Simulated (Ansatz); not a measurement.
**Co (diamond type): how the settings move a single-point run**

Question: which choices in the input matter for Co (diamond type)?

Method: reference: DFT, PBE, PAW with Ansatz's default frozen-core files, scalar-relativistic, in Ansatz 0.2.0.

1 further run of the same task is left out (it didn't finish).

## Step 1: The structure to begin with

Symmetry: Fd-3m, No. 227, cubic system. Conventional cell: a = 4.546 Å, b = 4.546 Å, c = 4.546 Å, α = 90.00°, β = 90.00°, γ = 90.00°. Co (site symmetry -43m) is surrounded by 4 Co at 1.97 Å.

As a file:

```
Co
1.0
     0.00000    2.27316    2.27316
     2.27316    0.00000    2.27316
     2.27316    2.27316    0.00000
Co
2
Direct
  0.87500 0.87500 0.87500
  0.12500 0.12500 0.12500
```

## Step 2: The reference run

input.yaml reads:

```yaml
crystal:
  lattice:
    - [0.0, 2.2731566244, 2.2731566244]
    - [2.2731566244, 0.0, 2.2731566244]
    - [2.2731566244, 2.2731566244, 0.0]
  atoms:
    - { symbol: Co, position: [-0.125, -0.125, -0.125], spin: 1.7 }
    - { symbol: Co, position: [0.125, 0.125, 0.125], spin: 1.7 }
magnetization:
  spin_polarized: true
kpoints:
  mp_grid: { grid: [15, 15, 15] }
scf:
  occupations: { method: fermi_dirac, width: 0.05 }
hamiltonian:
  xc: pbe
  pseudopotentials: { kind: paw }
output:
  forces: true
  stress: true
  eigenvalues: true
  populations: true
```

On the command line:

```
ansatz run input.yaml --threads 1 --pin off --max-ram 3072MiB --backend cpu --events-out ev --progress --plain --runs-dir out
```

The main lines of its log:

```text
[...]
Basis set: ecut = 420 eV, 459 PW (Γ), exchange–correlation on 48×48×48 points (8 copies of the dense FFT grid, shifted against one another)
[...]
Magnetic group: BNS 227.128 (UNI 1630), of the structure as read, at distance tolerance 2.9e-5 Å
k-points: 120 of 3375
[...]
SCF iter   1: F=—  HF=-10245.993586 eV  |F-HF|=—  |Δ(HF+E_count)|=         —  Δρ=2.34e-1 (↑2.34e-1 ↓1.53e-1)  dr2=1.16e0  dr2_m=7.87e0  M=0.472 μB ∫|m|=0.486 μB  β_m=0.30  ethr=3.10e-3  ⟨swp⟩=5.4  Hψ=21538  notcnv=0
[...]
preconditioner: auto → Kerker (q_TF=auto, 2.902 Å⁻¹)  [metal: Δε(μ)=0.017 eV  Ē_g=8.453 eV  σ=0.050 eV  W_gap=0.09  n_scr=14 (ndim 8)  ℏωp=32.5 eV  f_vac=0.000  D(μ)=1.94/eV (n_scr^D=14)]
[...]
SCF iter   2: F=—  HF=-10245.904350 eV  |F-HF|=—  |Δ(HF+E_count)|=   8.92e-2  Δρ=1.34e-1 (↑1.28e-1 ↓1.34e-1)  dr2=1.85e-1  dr2_m=3.61e0  M=0.530 μB ∫|m|=0.541 μB  β_m=0.56  ethr=3.10e-3  ⟨swp⟩=2.3  Hψ=9347  notcnv=0  defer=16
[...]
SCF iter  13: F=—  HF=-10248.750367 eV  |F-HF|=—  |Δ(HF+E_count)|=  3.06e-10  Δρ=3.15e-7 (↑2.00e-7 ↓3.15e-7)  dr2=2.68e-11  dr2_m=2.96e-12  M=0.000 μB ∫|m|=0.000 μB  β_m=0.91  ethr=2.62e-11  ⟨swp⟩=2.0  Hψ=7590  notcnv=0  defer=29
SCF iter  14: F=-10248.750367 eV  HF=-10248.750367 eV  |F-HF|=1.82e-12  |Δ(HF+E_count)|=  1.82e-11  Δρ=1.06e-7 (↑6.16e-8 ↓1.06e-7)  dr2=1.22e-12  dr2_m=1.03e-12  M=0.000 μB ∫|m|=0.000 μB  ethr=1.00e-12  ⟨swp⟩=1.6  Hψ=12513  notcnv=0
[...]
SCF converged after 14 iterations
Magnetization: 0.0000 μB (17.0000 up, 17.0000 down)
[...]
Free energy (F): -10248.750367 eV
[...]
E sigma→0 (E₀):  -10248.737809 eV
[...]
Fermi energy:    17.165775 eV
[...]
  P = ⅓ Tr σ = 54.2746 GPa (542.746 kbar)
[...]
```

Run time: 15 s. Hardware: 1 thread of Arm Neoverse V1, shared host; peak memory 0.39 GiB.

## Step 3: Changing settings: dispersion d3bjatm, ecutwfc 800 eV

Edit input.yaml of step 2 so:

```diff
@@ -17,2 +17,3 @@
   pseudopotentials: { kind: paw }
+  dispersion: d3bjatm
 output:
@@ -22 +23,3 @@
   populations: true
+basis:
+  ecutwfc: "800 eV"
```

On the command line:

```
ansatz run input.yaml --threads 1 --pin off --max-ram 3072MiB --backend cpu --events-out ev --progress --plain --runs-dir out
```

The log of the run:

```text
Engine: ansatz 0.2.0
Pseudopotentials: kind: paw
Pseudopotential: Co, paw, valence charge 17, recommended cutoff 420 eV (normal)
Functional definition: PBE
  parameter kappa = 0.804
  parameter beta = 0.06672455060314922
  exchange = pbe_x(kappa = kappa, mu = beta*pi^2/3)
  correlation = pbe_c(beta = beta)
Crystal: 2 atoms, lattice volume = 23.492 Å³
Basis set: ecut = 800 eV, 1243 PW (Γ), exchange–correlation on 60×60×60 points (8 copies of the dense FFT grid, shifted against one another)
Bands: 23, of which v1, the nominal top of the filled ones, is band 17 counted from 1 (16 counted from 0)
Symmetry: 48 space group operations
Space group: Fd-3m (ITA 227), of the structure as read, at distance tolerance 2.9e-5 Å
Magnetic group: BNS 227.128 (UNI 1630), of the structure as read, at distance tolerance 2.9e-5 Å
k-points: 120 of 3375
Non-local potential: Co, projectors of the file, l = 0: 3, l = 1: 2, l = 2: 3, l = 3: 1
PAW form: soft (Blöchl's): semilocal exchange-correlation on the pseudo side does not see the compensation charge
PAW one-centre angular grid: Co, 590 points (default); XC on 64 Gauss nodes
Initial density: superposition of atomic densities (chi_scale 0.1, normalization cell)
Starting moments: Σ|m| = 3.4 μB on 2 of 2 sites
Initial wavefunctions: pseudopotential atomic-orbital guess
Functional: x = pbe(κ = 0.804, μ = 0.2195149727645171), c = pbe(β = 0.06672455060314922)
SCF iter   1: F=—  HF=-10246.813875 eV  |F-HF|=—  |Δ(HF+E_count)|=         —  Δρ=2.37e-1 (↑2.37e-1 ↓1.51e-1)  dr2=1.23e0  dr2_m=7.89e0  M=0.468 μB ∫|m|=0.482 μB  β_m=0.30  ethr=3.10e-3  ⟨swp⟩=5.3  Hψ=21802  notcnv=0
Mixer restart at iter 1: flushing history
preconditioner: auto → Kerker (q_TF=auto, 2.902 Å⁻¹)  [metal: Δε(μ)=0.015 eV  Ē_g=8.442 eV  σ=0.050 eV  W_gap=0.08  n_scr=14 (ndim 8)  ℏωp=32.5 eV  f_vac=0.000  D(μ)=1.93/eV (n_scr^D=14)]
spin=Collinear: Kerker preconditioning applied to the charge; magnetization (m = ρ↑ − ρ↓) channel mixes plain (no charge-response kernel on spin).
SCF iter   2: F=—  HF=-10246.701718 eV  |F-HF|=—  |Δ(HF+E_count)|=   1.12e-1  Δρ=1.33e-1 (↑1.29e-1 ↓1.33e-1)  dr2=1.80e-1  dr2_m=3.62e0  M=0.526 μB ∫|m|=0.536 μB  β_m=0.56  ethr=3.10e-3  ⟨swp⟩=2.4  Hψ=9632  notcnv=0  defer=16
SCF iter   3: F=—  HF=-10249.657075 eV  |F-HF|=—  |Δ(HF+E_count)|=    2.96e0  Δρ=5.19e-2 (↑5.19e-2 ↓3.69e-2)  dr2=1.25e-1  dr2_m=3.86e-1  M=0.331 μB ∫|m|=0.347 μB  β_m=0.60  ethr=5.29e-4  ⟨swp⟩=3.1  Hψ=12101  notcnv=0  defer=16
SCF iter   4: F=—  HF=-10249.696108 eV  |F-HF|=—  |Δ(HF+E_count)|=   3.90e-2  Δρ=2.68e-2 (↑8.92e-3 ↓2.68e-2)  dr2=2.72e-1  dr2_m=2.48e-2  M=0.206 μB ∫|m|=0.221 μB  β_m=0.75  ethr=3.68e-4  ⟨swp⟩=2.3  Hψ=11985  notcnv=0  defer=20
SCF iter   5: F=—  HF=-10249.579724 eV  |F-HF|=—  |Δ(HF+E_count)|=   1.16e-1  Δρ=1.38e-2 (↑1.38e-2 ↓1.33e-2)  dr2=7.15e-2  dr2_m=1.54e-4  M=0.009 μB ∫|m|=0.018 μB  β_m=0.88  ethr=3.68e-4  ⟨swp⟩=3.4  Hψ=11097  notcnv=0  defer=21
SCF iter   6: F=—  HF=-10249.621730 eV  |F-HF|=—  |Δ(HF+E_count)|=   4.20e-2  Δρ=7.60e-3 (↑7.60e-3 ↓1.87e-3)  dr2=5.79e-3  dr2_m=3.26e-3  M=0.046 μB ∫|m|=0.051 μB  β_m=0.94  ethr=2.10e-4  ⟨swp⟩=2.4  Hψ=11110  notcnv=0  defer=29
SCF iter   7: F=—  HF=-10249.627680 eV  |F-HF|=—  |Δ(HF+E_count)|=   5.95e-3  Δρ=3.81e-3 (↑3.81e-3 ↓6.63e-4)  dr2=1.88e-3  dr2_m=8.39e-4  M=0.025 μB ∫|m|=0.028 μB  β_m=0.97  ethr=1.70e-5  ⟨swp⟩=2.1  Hψ=10106  notcnv=0  defer=29
SCF iter   8: F=—  HF=-10249.627935 eV  |F-HF|=—  |Δ(HF+E_count)|=   2.55e-4  Δρ=1.47e-3 (↑1.47e-3 ↓2.29e-4)  dr2=2.56e-4  dr2_m=1.35e-4  M=0.013 μB ∫|m|=0.014 μB  β_m=0.98  ethr=5.52e-6  ⟨swp⟩=2.4  Hψ=8484  notcnv=0  defer=29
SCF iter   9: F=—  HF=-10249.627904 eV  |F-HF|=—  |Δ(HF+E_count)|=   3.01e-5  Δρ=5.32e-4 (↑5.32e-4 ↓3.42e-4)  dr2=6.99e-6  dr2_m=4.09e-5  M=0.005 μB ∫|m|=0.006 μB  β_m=0.99  ethr=7.52e-7  ⟨swp⟩=1.6  Hψ=6879  notcnv=0  defer=29
SCF iter  10: F=—  HF=-10249.627892 eV  |F-HF|=—  |Δ(HF+E_count)|=   1.26e-5  Δρ=3.09e-4 (↑1.33e-4 ↓3.09e-4)  dr2=5.49e-6  dr2_m=1.03e-5  M=-0.003 μB ∫|m|=0.003 μB  β_m=0.99  ethr=2.06e-8  ⟨swp⟩=2.2  Hψ=9553  notcnv=0  defer=29
SCF iter  11: F=—  HF=-10249.627891 eV  |F-HF|=—  |Δ(HF+E_count)|=   6.00e-7  Δρ=4.13e-5 (↑7.54e-6 ↓4.13e-5)  dr2=2.95e-7  dr2_m=9.74e-8  M=-0.000 μB ∫|m|=0.000 μB  β_m=0.99  ethr=1.61e-8  ⟨swp⟩=1.5  Hψ=6606  notcnv=0  defer=29
SCF iter  12: F=—  HF=-10249.627891 eV  |F-HF|=—  |Δ(HF+E_count)|=   1.34e-8  Δρ=9.26e-6 (↑4.95e-6 ↓9.26e-6)  dr2=4.52e-9  dr2_m=1.05e-8  M=-0.000 μB ∫|m|=0.000 μB  β_m=1.00  ethr=8.66e-10  ⟨swp⟩=1.9  Hψ=7926  notcnv=0  defer=29
SCF iter  13: F=—  HF=-10249.627891 eV  |F-HF|=—  |Δ(HF+E_count)|=  1.84e-10  Δρ=2.44e-7 (↑2.44e-7 ↓1.11e-7)  dr2=6.38e-12  dr2_m=1.87e-12  M=0.000 μB ∫|m|=0.000 μB  β_m=1.00  ethr=1.33e-11  ⟨swp⟩=1.9  Hψ=8392  notcnv=0  defer=29
SCF iter  14: F=-10249.627891 eV  HF=-10249.627891 eV  |F-HF|=1.82e-12  |Δ(HF+E_count)|=  3.64e-12  Δρ=1.59e-7 (↑1.59e-7 ↓3.80e-8)  dr2=4.05e-12  dr2_m=9.00e-13  M=0.000 μB ∫|m|=0.000 μB  ethr=1.00e-12  ⟨swp⟩=1.6  Hψ=12453  notcnv=0
SCF 1 converged in 14 iterations: F = -10249.627891 eV  dr2 = 4.05e-12
WARN: the starting moments were not kept: the SCF closed with an absolute magnetisation of 3.5e-6 μB, where they sum to 3.4 μB in size (2 sites). That is at most 0.1 of that sum. Measured as dr2_m measures the in/out step, that magnetisation stands 1.7e-11 eV from none, at or under the dr2_threshold of 1.0e-7 eV: it is no larger than a step whose dr2_m would equal this threshold. The system may hold no moment; this SCF shows only that its start led to no more than that. To try another start: raise the starting moments (crystal.atoms[].spin, magnetization.per_species, magnetization.initial_magnetization, or on a non-collinear deck that types none of these the spinor_matrix: blocks that start its atoms; where the total moment is fixed, keep their sum and leave initial_magnetization as it is; typed ones take the place of any that the run laid by itself, positive ones on a crystal's lanthanoids without a Hubbard term where scf.initial_density.shell_occupations: [] is typed) or, if the notice of its spin-set hold's release reads "site moments contracting" or "site moments show no strong build", lengthen the hold (scf.mixing.spin_hold: { on: { confirm: 4 } }; for m-r²SCAN on two components see the key's manual first). Each may lead to a state that holds a moment. A second SCF, from the converged charge density, with the starting moments and any scf.initial_density.shell_occupations laid on it anew, would have followed, and was not run: the deck does not ask for one (magnetization.retry_lost_moments is false, the default). To let it run, set magnetization.retry_lost_moments: true and run the deck again, where that key's refused combinations let it; where memory then withholds it, that run's warning says so.
SCF converged after 14 iterations
Magnetization: 0.0000 μB (17.0000 up, 17.0000 down)
Absolute magnetization: 0.0000 μB (∫|ρ↑−ρ↓|, with the PAW one-centre terms)
Spin contamination: 0.0000 ħ² per cell (⟨S²⟩ above its minimum at these occupations)
Per-site moments (μB) at R_I (Å): [(1.6764726553125346e-6, 0.8120521956984036), (1.6764726552928963e-6, 0.8120521956984036)]
Free energy (F): -10249.627891 eV
Harris-Foulkes:  -10249.627891 eV  (|F-HF|=1.82e-12)
Internal energy: -10249.602765 eV  (E = F + TS)
E sigma→0 (E₀):  -10249.615328 eV
Entropy (-TS):   -0.025126 eV (-12.563 meV/atom)
Fermi energy:    17.163847 eV
--- Per-component energies (eV) ---
  E_band       = -563.998341
  E_kinetic    = 925.611844
  E_local      = -6606.840863  (includes V_loc(G=0)·N_el)
  E_nonlocal   = 920.096445
  E_hartree    = 2807.222165
  E_xc         = -320.435437
  E_vxc        = -413.690061  (∫ρ·V_xc dr)
  E_paw        = -3043.548670  (= ΣΔE_a)
  E_vpaw       = -1003.620243  (= ΣTr[D̂ρ^β])
  E_aug_tail   = -0.000002  (compensation charges beyond the density's cutoff)
  E_ewald      = -4930.840793
  E_disp       = -0.867455  (pairwise vdW)
  E_smearing   = -0.025126  (= −TS)
  E_closure    = -0.000000  (closes the sum)
  Σ components = -10249.627891   (vs F -10249.627891, Δ=0.00e0)
--- Forces (eV/Å), atoms counted from 1 ---
  atom   1  Co    -0.00000000    -0.00000000    -0.00000000
  atom   2  Co    -0.00000000    -0.00000000    -0.00000000
  max |Σ_I F_I| component: 1.02e-16 eV/Å
--- Stress (GPa, compression-positive) ---
       48.954019      -0.000000      -0.000000
       -0.000000      48.954019       0.000000
       -0.000000      -0.000000      48.954019
  P = ⅓ Tr σ = 48.9540 GPa (489.540 kbar)
--- Band table (eV; the first three rows and the last of 240) ---
  k-point 0 ↑: bands = ["-78.7988", "-78.2129", "-42.2390", "-42.2390", "-42.2390", "-41.4586", "-41.4586", "-41.4586", "8.8133", "12.9236", "12.9236", "13.3229", "13.3229", "13.3229", "15.7051", "15.7051", "15.7051", "17.5937", "17.5937", "32.6636", "32.6636", "32.6636", "32.9224"]
  k-point 1 ↑: bands = ["-78.7938", "-78.2174", "-42.2434", "-42.2434", "-42.2389", "-41.4598", "-41.4543", "-41.4543", "8.9193", "12.8613", "12.8613", "13.3289", "13.4138", "13.4138", "15.6481", "15.6959", "15.6959", "17.5933", "17.5933", "30.5068", "31.8676", "31.8676", "33.3436"]
  k-point 2 ↑: bands = ["-78.7792", "-78.2308", "-42.2555", "-42.2555", "-42.2385", "-41.4631", "-41.4423", "-41.4423", "9.2318", "12.7677", "12.7677", "13.3524", "13.5789", "13.5789", "15.4829", "15.6831", "15.6831", "17.5891", "17.5891", "28.1605", "31.0683", "31.0683", "32.7250"]
  k-point 119 ↓: bands = ["-78.5194", "-78.4784", "-42.4322", "-42.4165", "-41.8985", "-41.8159", "-41.2889", "-41.2761", "11.9328", "12.0262", "13.7592", "13.9576", "14.3606", "14.6042", "14.9709", "15.1399", "17.8050", "17.8347", "19.6242", "20.1736", "20.3387", "21.5103", "33.1408"]
--- Löwdin populations: 2 sites ---
  site symbol       q [e]    m [muB]
     0     Co     16.8400     0.0000
     1     Co     16.8400     0.0000
  spilling = 0.009412 (of n_electrons = 34.000000)
```

Run time: 33 s. Hardware: 1 thread of Arm Neoverse V1, shared host; peak memory 0.51 GiB.

The energy moves by -438.8 meV/atom, nearly all of it the dispersion term itself (-433.7 meV/atom); that offset belongs to the model and is no gain or loss of stability; the pressure goes from 54.3 to 49.0 GPa.

## Step 4: Comparison

| run | ending | energy change | pressure (GPa) | gap (eV) | force (eV/Å) | cycles | time |
| --- | --- | --- | --- | --- | --- | --- | --- |
| reference | converged | 0 | 54.3 | 0.00 | 0.00 | 14 | 15 s |
| 1: dispersion d3bjatm, ecutwfc 800 eV | converged | -438.8 meV/atom (offset of the dispersion model) | 49.0 | 0.00 | 0.00 | 14 | 33 s |

Residual by cycle in the longest SCF loop of each run; runs are numbered as in the table. The quantity is the density residual dr2, in eV.

```csv
cycle,reference,run 1
1,1.16,1.23
2,0.185,0.18
3,0.131,0.125
5,0.0718,0.0715
6,0.00889,0.00579
7,0.00131,0.00188
8,1.7e-4,2.6e-4
9,3.9e-5,7.0e-6
10,3.3e-8,5.5e-6
12,8.9e-9,4.5e-9
13,2.7e-11,6.4e-12
14,1.2e-12,4.0e-12
```

The energy moves by -438.8 meV/atom, nearly all of it the dispersion term itself (-433.7 meV/atom); that offset belongs to the model and is no gain or loss of stability; the pressure goes from 54.3 to 49.0 GPa. The structure is not at rest: the sound run finds 54 GPa, so these are no properties of the relaxed crystal. 
